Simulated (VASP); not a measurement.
Crystal: Pt.

```
Pt
1.0
    -1.58422    1.58422    1.58422
     1.58422   -1.58422    1.58422
     1.58422    1.58422   -1.58422
Pt
1
Direct
  0.00000 0.00000 0.00000
```

This isn't the form of Pt at room conditions, which is fcc.

| Quantity | Value |
| --- | --- |
| Program | VASP 6.6.1 |
| Task | single point |
| Functional | PBE |
| Potentials or basis | VASP PAW PBE potentials, release 64 (Pt) |
| Cutoff | 520 eV |
| k mesh | 12 × 12 × 12 |
| Occupations | fermi-dirac, width 0.05 eV |
| Spin | no spin polarisation |

On this cell: pressure -1.8 GPa; band gap on the k mesh none (metal or under the smearing width).

The same run follows on a disturbed copy (cell strained at random at fixed volume):

```
Pt
1.0
    -1.51792    1.61257    1.57266
     1.58438   -1.59122    1.61776
     1.52358    1.59687   -1.55131
Pt
1
Direct
  0.98769 0.99114 0.98751
```

Q: What does the disturbed cell give?

A: The energy (extrapolated to zero smearing) moves by +12.2 meV/atom; pressure -1.3 GPa; band gap on the k mesh none (metal or under the smearing width).

Stress tensor (GPa, compression positive):
```
-2.80 -0.15 -5.91
-0.15 -0.10 -2.02
-5.91 -2.02 -0.95
```
